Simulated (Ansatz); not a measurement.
CuI (Cmcm) from a database structure, relaxed with r2SCAN+rVV10, was run in the plane-wave code Ansatz under altered settings. All numbers are computed, without spin polarisation but where a row says otherwise.

```yaml
crystal:
  lattice:
    - [3.50375, -3.59315, 0.00000]
    - [3.50375, 3.59315, 0.00000]
    - [0.00000, 0.00000, 4.32201]
  atoms:
    - { symbol: Cu, position: [0.41680, 0.58320, 0.75000] }
    - { symbol: Cu, position: [0.58320, 0.41680, 0.25000] }
    - { symbol: I, position: [0.77795, 0.22205, 0.75000] }
    - { symbol: I, position: [0.22205, 0.77795, 0.25000] }
```

The base run's other keys:
```yaml
kpoints:
  mp_grid: { grid: [2, 2, 4] }
hamiltonian:
  xc: hse06
scf:
  occupations: { method: fixed }
  n_extra_bands: 5
```

It takes 18 iterations with 2117 plane waves at 420 eV and 9 k points, and leaves a mean stress of +2.29 GPa. The gap over this mesh is 2.219 eV. It ran on 4 threads of Arm Neoverse V1, with other jobs on the host.

Outcomes, with energy and stress as changes against the base:
```tsv
setting	outcome	ΔF (meV/atom)	Δ mean stress (GPa)	gap on the mesh (eV)	iterations	wall time
PBE hybrid, exx coeff 0.35, omega 0.1 1/Å	converged	–	0.0	3.213	23	17 s
PBE hybrid, exx coeff 0.35, omega 0.2078 1/Å	converged	–	+0.1	2.756	22	16 s
PBE hybrid, exx coeff 0.1, unscreened	converged	–	-0.1	1.719	15	12 s
basis.ecutwfc: 250	converged, warned	+1563	+0.2	2.477	21	7.8 s
```
A dash marks a value that wasn't obtained or can't be compared. Stress is positive in compression. The base took 15 s. The base's mesh is coarse for a hybrid, so its own values aren't converged.

- PBE hybrid, exx coeff 0.35, omega 0.1 1/Å. That is 35 % exact exchange, screened with ω = 0.1 1/Å, against HSE06's 25 % screened at 0.208 1/Å. The mean stress moves by 0.0 GPa and the gap on the mesh by +0.994 eV (to 3.213). Totals of different functionals aren't comparable. The program warns that on this mesh the truncation of the exchange isn't bounded, so part of the change can be an error of the mesh.
- PBE hybrid, exx coeff 0.35, omega 0.2078 1/Å. That is 35 % exact exchange, screened with ω = 0.2078 1/Å, against HSE06's 25 % screened at 0.208 1/Å. The mean stress moves by +0.1 GPa and the gap on the mesh by +0.536 eV (to 2.756). Totals of different functionals aren't comparable. The program warns that on this mesh the truncation of the exchange isn't bounded, so part of the change can be an error of the mesh.
- PBE hybrid, exx coeff 0.1, unscreened. That is 10 % exact exchange, at all ranges, against HSE06's 25 % screened at 0.208 1/Å. The mean stress moves by -0.1 GPa (single components by up to 0.4) and the gap on the mesh by -0.500 eV (to 1.719). Totals of different functionals aren't comparable.
- basis.ecutwfc: 250. 987 plane waves in place of 2117. The free energy moves by +1563 meV an atom, the mean stress by +0.2 GPa and the gap on the mesh by +0.258 eV (to 2.477). The basis is too small: these are errors of the cutoff. Warned: cutoff below recommended.

No spin-orbit coupling is included; it can move band edges with weight on the heavy atoms by tenths of an eV.

The stress of a hybrid is loosely converged in these runs.

The meshes of the hybrids are coarse, so their gaps aren't converged to the digits shown.
